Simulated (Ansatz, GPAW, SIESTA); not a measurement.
# CaO: programs and potentials compared

```
Ca O
1.0
     0.00000    2.40356    2.40356
     2.40356    0.00000    2.40356
     2.40356    2.40356    0.00000
Ca O
1 1
Direct
  0.00000 0.00000 0.00000
  0.50000 0.50000 0.50000
```

The cell is a database's computed one, not the measured one.

Alike in all runs: task band structure; functional BLYP; k mesh 10 × 10 × 10; occupations fermi-dirac, width 0.05 eV; no spin polarisation; no spin-orbit coupling. Pressure is positive in compression and, in plane waves, holds the error of the finite cutoff. Gaps are the smaller of the mesh's and the band path's.

| program and potentials | plane-wave cutoff (eV) | notes | band gap (eV) | pressure (GPa) |
| --- | --- | --- | --- | --- |
| GPAW, PAW data sets generated for this functional | 800 | - | 3.78 | 4.83 |
| Ansatz, all-electron LAPW, scalar-relativistic | - | - | 3.75 | 4.32 |
| SIESTA, files PseudoDojo sr-pbe-0.4.1-standard, DZP (energy shift 0.003 Ry; two zetas on semicore shells; d shell added on Ca) | - | atomic basis; potentials made for PBE | 3.72 | 5.75 |

The band gap spans 3.72 (SIESTA, files PseudoDojo sr-pbe-0.4.1-standard, DZP (energy shift 0.003 Ry; two zetas on semicore shells; d shell added on Ca)) to 3.78 eV (GPAW, PAW data sets generated for this functional), with all-electron results at 3.75. The pressure spans 4.32 (Ansatz, all-electron LAPW, scalar-relativistic) to 5.75 GPa (SIESTA, files PseudoDojo sr-pbe-0.4.1-standard, DZP (energy shift 0.003 Ry; two zetas on semicore shells; d shell added on Ca)), with all-electron results at 4.32. Rows in atomic bases carry the error of their basis and grid, which can be large.

Differences between rows come from potentials, basis sets and numerical settings, since the functional is the same but for its coding. Runs on potential files found faulty are left out.
